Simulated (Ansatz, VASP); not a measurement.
# Be: VASP beside Ansatz

```
Be
1.0
    -1.25024    1.25024    1.25024
     1.25024   -1.25024    1.25024
     1.25024    1.25024   -1.25024
Be
1
Direct
  0.00000 0.00000 0.00000
```

Alike in both runs: functional PBE; k mesh 20 × 20 × 20; occupations fermi-dirac, width 0.05 eV; no spin polarisation.

Ansatz relaxed the structure, and its values are those at the end. VASP's run is a single point on that final structure, the one shown.

|  | VASP | Ansatz |
| --- | --- | --- |
| version | VASP 6.6.1 | Ansatz 0.2.0 |
| potentials or method | VASP PAW PBE potentials, release 64 (Be) | PAW with Ansatz's default frozen-core files, scalar-relativistic |
| plane-wave cutoff (eV) | 520 | 420 |
| valence electrons in the cell | 2 | 2 |

|  | VASP | Ansatz | Ansatz less VASP |
| --- | --- | --- | --- |
| pressure (GPa) | 0.1 | 0.0 | -0.16 |
